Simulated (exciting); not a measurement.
**Sc: energy against volume and a worked fit**

Symmetry: Fm-3m, No. 225, cubic system. Conventional cell: a = 4.520 Å, b = 4.520 Å, c = 4.520 Å, α = 90.00°, β = 90.00°, γ = 90.00°. Around Sc (site symmetry m-3m) lie 12 Sc at 3.20 Å.

This isn't the form of Sc at room conditions, which is hcp.

The cell was scaled at fixed shape and fractions and run with exciting, all-electron LAPW+lo, shipped species files, valence relativity iora*; PBEsol, k mesh 10 × 10 × 10 on the cell of 1 atom, fermi-dirac occupations of 0.05 eV, no spin polarisation, no spin-orbit coupling. Energies are those that the program minimises, any entropy of the smearing included. For a metal such a mesh isn't converged to the digits shown.

| V (Å³/atom) | energy over the lowest row (meV/atom) |
| --- | --- |
| 21.7012 | 29.58 |
| 22.1629 | ? |
| 22.6246 | 7.53 |
| 23.0864 | 2.13 |
| 23.5481 | 0.00 |
| 24.0098 | 1.03 |
| 24.4715 | 4.92 |

Fit the third-order Birch-Murnaghan form, give V0, B0 and B′, and predict the energy left open.

With y = (V0/V)^(2/3), E = E0 + (9 V0 B0/16) [(y - 1)³ B′ + (y - 1)² (6 - 4y)]. Least squares through the rows shown give V0 = 23.6225 Å³/atom, E0 = -0.02 meV, B0 = 54.38 GPa (1 eV/Å³ = 160.218 GPa) and B′ = 2.95, with a largest miss of 0.02 meV. At V = 22.1629 the form with these constants gives 16.61 meV; the run gave 16.62 meV an atom.
